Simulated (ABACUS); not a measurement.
# GaAs (F-43m) in ABACUS: a series of runs, part 2 of 2

ABACUS 3.10.1. The steps go on from the part before.

**5. Single point, SCAN**

File INPUT:

```
INPUT_PARAMETERS
suffix              GaAs
calculation         scf
basis_type          pw
pseudo_dir          ./
symmetry            1
dft_functional      scan
ecutwfc             97
pseudo_rcut         10
nspin               1
nbands              19
ks_solver           dav
smearing_method     fd
smearing_sigma      0.00367493
scf_thr             1e-08
scf_nmax            100
mixing_type         broyden
mixing_beta         0.7
cal_force           1
cal_stress          1
mixing_tau          1
out_chg             1
out_pot             2
out_elf             1
```

File STRU:

```
ATOMIC_SPECIES
As 74.9216 As_ONCV_PBE-1.2.upf
Ga 69.7230 Ga_ONCV_PBE-1.2.upf

LATTICE_CONSTANT
1.8897261246

LATTICE_VECTORS
0.0000000000 2.8268500000 2.8268500000
2.8268500000 0.0000000000 2.8268500000
2.8268500000 2.8268500000 0.0000000000

ATOMIC_POSITIONS
Direct

As
0.0
1
0.7500000000 0.7500000000 0.7500000000 1 1 1

Ga
0.0
1
0.0000000000 0.0000000000 0.0000000000 1 1 1
```

File KPT:

```
K_POINTS
0
Gamma
5 5 5 0 0 0
```

Potentials or basis: SG15 ONCV 1.2 PBE, plane waves.

Launch:

```console
$ OMP_NUM_THREADS=1 mpirun -np 4 abacus > log
```

running log:

```text
ABACUS v3.10.1

               Atomic-orbital Based Ab-initio Computation at UStc

 ------------------------------------------------------------------------------------

 READING GENERAL INFORMATION
                           global_out_dir = OUT.GaAs/
                           global_in_card = INPUT
                               pseudo_dir = ./
[... 8 lines left out ...]

 READING ATOM TYPE 1
                               atom label = As
                      L=0, number of zeta = 1
                      L=1, number of zeta = 1
                      L=2, number of zeta = 1
             number of atom for this type = 1

 READING ATOM TYPE 2
                               atom label = Ga
                      L=0, number of zeta = 1
                      L=1, number of zeta = 1
                      L=2, number of zeta = 1
             number of atom for this type = 1

                        TOTAL ATOM NUMBER = 2
DIRECT COORDINATES
    atom                   x                   y                   z     mag                  vx                  vy                  vz
taud_As1            0.7500000000        0.7500000000        0.7500000000  0.0000        0.0000000000        0.0000000000        0.0000000000
taud_Ga1            0.0000000000        0.0000000000        0.0000000000  0.0000        0.0000000000        0.0000000000        0.0000000000

                          Volume (Bohr^3) = 304.884
                             Volume (A^3) = 45.1791

[... 331 lines left out ...]
 E_KS(sigma->0) -143.0266819203      -1945.9778401493
 E_Harris       -143.0271812210      -1945.9846334847
 E_band         -4.5263290875        -61.5838666135
 E_one_elec     -82.4848300412       -1122.2636871216
 E_Hartree      52.6585526122        716.4563639582
 E_xc           -20.1902825734       -274.7028872278
 E_Ewald        -93.0101153231       -1265.4675400309
 E_entropy(-TS) -0.0000131897        -0.0001794544
 E_descf        0.0000000000         0.0000000000
 E_exx          0.0000000000         0.0000000000
 E_Fermi        0.5360912072         7.2938950650
----------------------------------------------------------

 charge density convergence is achieved
 final etot is -1945.9779299 eV
 EFERMI = 7.293895065 eV
The vacuum level is 9.5241872818 eV

 STATE ENERGY(eV) AND OCCUPATIONS    NSPIN == 1
 1/10 kpoint (Cartesian) = 0.0000 0.0000 0.0000 (1237 pws)
       1       -7.34114      0.0160000
       2       -7.34114      0.0160000
       3       -7.34114      0.0160000
       4       -7.27621      0.0160000
       5       -7.27621      0.0160000
       6       -6.39375      0.0160000
[... 104 lines left out ...]
       6       -4.19661       0.384000
[... 11 lines left out ...]
      18        23.7114        0.00000
      19        24.4256        0.00000

[... levels at 4 further k points ...]

------------------------------------------------------------------------------------------
 TOTAL-FORCE (eV/Angstrom)
------------------------------------------------------------------------------------------
                       As1         0.0000000000         0.0000000000         0.0000000000
                       Ga1         0.0000000000         0.0000000000         0.0000000000
------------------------------------------------------------------------------------------

----------------------------------------------------------------
 TOTAL-STRESS (KBAR)
----------------------------------------------------------------
        -6.2479886199         0.0000000000        -0.0000000000
        -0.0000000000        -6.2479886199         0.0000000000
        -0.0000000000        -0.0000000000        -6.2479886199
----------------------------------------------------------------
 TOTAL-PRESSURE: -6.247989 KBAR

 --------------------------------------------
 !FINAL_ETOT_IS -1945.9779298765176918 eV
 --------------------------------------------
```

It took 15 s on 4 MPI ranks of Intel Xeon Platinum 8488C (Sapphire Rapids), shared host; peak memory 0.28 GiB.

What came out:

- Free energy: -1945.9779 eV
- Pressure: -0.6 GPa
- Band gap on the k mesh: 0.44 eV, direct

Levels at points of the mesh, in eV from the valence-band top:
| k point | band 6 | band 7 | band 8 | band 9 | band 10 | band 11 | band 12 | band 13 |
| --- | --- | --- | --- | --- | --- | --- | --- | --- |
| (0.00, 0.00, 0.00) | -13.44 | 0.00 | 0.00 | 0.00 | 0.44 | 3.79 | 3.79 | 3.79 |

Caveat: the potentials were made for another functional, which shifts forces and pressure.

**6. Overview**

```csv
level,potentials or basis,spin,k mesh,cutoff (eV),SCF threshold on the density,eigensolver,mixing share,symmetry key,gap on the mesh (eV),pressure (GPa)
HCTH407,"Ansatz NC PBE, plane waves",off,6 × 6 × 6,1143,1e-08,dav,0.7,1,0.79,5.8
BLYP,"SG15 ONCV 1.2 PBE, plane waves",off,6 × 6 × 6,1143,1e-08,dav,0.7,1,0.48,6.0
PBE,"PseudoDojo NC FR 0.4 PBE standard, DZP LCAO (the cutoffs set its grid)","SOC, no magnetisation",5 × 5 × 5,1361,1e-07,genelpa,0.4,0,0.58,4.7
SCAN,"SG15 ONCV 1.2 PBE, plane waves",off,5 × 5 × 5,1320,1e-08,dav,0.7,1,0.44,-0.6
```

Alike in all rows: task single point; cell as given; smearing fermi-dirac 0.05 eV.

Caveats: the potentials were made for another functional, which shifts forces and pressure (some runs); the atomic orbitals were generated for these runs and aren't a published set (some runs); an odd mesh through Γ misses points on the zone boundary, where band edges often lie (some runs); the basis of atomic orbitals isn't converged, which shifts pressures, moduli and gaps (some runs).

Absolute energies hang on the potentials; compare differences alone.

**7. How close it comes**

Step 2. Measured gap of GaAs: 1.412 eV (direct; 300 K; “Evidence of valence band perturbations in GaAsN/GaAs(001): A combined variable-angle spectroscopic ellipsometry and modulated photoreflectance investigation”, 2008, arxiv:0805.2212). This calculation gives 0.79 eV (-0.62 eV). 3 values of this kind are on record (1.412 to 1.51 eV); this one was drawn at random among those near their median, those with a stated uncertainty first. Spin-orbit coupling on As, Ga is left out. The value is that of HCTH407 on a finite k mesh, which can miss the band edges, without temperature or zero-point motion.

Step 3. Measured gap of GaAs: 1.412 eV (direct; 300 K; “Evidence of valence band perturbations in GaAsN/GaAs(001): A combined variable-angle spectroscopic ellipsometry and modulated photoreflectance investigation”, 2008, arxiv:0805.2212). This calculation gives 0.48 eV (-0.94 eV). 3 values of this kind are on record (1.412 to 1.51 eV); this one was drawn at random among those near their median, those with a stated uncertainty first. Spin-orbit coupling on As, Ga is left out. The value is that of BLYP, without temperature or zero-point motion. Semilocal functionals fall short of measured gaps as a rule.

Step 4. The gap isn't set beside the deposited one, since this odd mesh misses points on the zone boundary.

Step 5. A measured gap of GaAs is 1.412 eV (direct; 300 K; “Evidence of valence band perturbations in GaAsN/GaAs(001): A combined variable-angle spectroscopic ellipsometry and modulated photoreflectance investigation”, 2008, arxiv:0805.2212); the calculated 0.44 eV misses it by -0.97 eV. 3 values of this kind are on record (1.412 to 1.51 eV); this one was drawn at random among those near their median, those with a stated uncertainty first. Spin-orbit coupling on As, Ga is left out. The value is that of SCAN, without temperature or zero-point motion.
